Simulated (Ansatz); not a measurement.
Si2W: stiffness from a series of strains

```yaml
crystal:
  lattice:
    - [-1.60600, 1.60600, 3.94000]
    - [1.60600, -1.60600, 3.94000]
    - [1.60600, 1.60600, -3.94000]
  atoms:
    - { symbol: Si, position: [0.33300, 0.33300, 0.00000] }
    - { symbol: Si, position: [0.66700, 0.66700, 0.00000] }
    - { symbol: W, position: [0.00000, 0.00000, 0.00000] }
```

Atoms are numbered in the order listed.

The cell is COD entry 1010283, as deposited and not checked against the literature; nothing was relaxed. It differs from other determinations.

Spin–orbit coupling is left out, though it moves levels of the heavy atoms by tenths of an eV or more.

Method: DFT, PBE, all-electron LAPW, scalar-relativistic in Ansatz 0.2.0.

Sampling and basis: a Γ-centred 11×11×14 k mesh, Fermi–Dirac smearing of 0.05 eV, basis error target 1 meV/atom, no spin polarisation; this mesh doesn't keep the crystal's whole symmetry, which leaves small spurious terms.

The strain is applied along the Cartesian axes of the cell as listed (the other components stay zero). Fractional coordinates are held (clamped ions).

σ is the change of stress from the unstrained cell, which is at 1.66 GPa; tension is positive, so slopes are stress–strain coefficients at that pressure. In a metal the k mesh adds noise.

Only quantities that a quadratic follows smoothly over the whole series are listed; rougher ones are left out.

```tsv
εzz	σzz (GPa)	σxx (GPa)
-0.0300	-18.41	-3.27
-0.0200	-11.72	-2.13
0.0000	0.00	0.00
0.0100	5.08	0.99
0.0200	9.71	1.95
0.0300	13.93	2.85
```

(1) Fit the series and read off the stiffness at zero strain.

(2) One run, at εzz = -0.0100, is withheld. Predict its row.

## Answers

(1) Least-squares fits y = p0 + p1 x + p2 x² to the rows give σzz (GPa): p1 = 538, p2 = -2500; σxx (GPa): p1 = 102, p2 = -230. So C33 = 538 GPa and C13 = 102 GPa, for these axes.

(2) The fits give -5.65, -1.04; the run gave -5.59, -1.04.
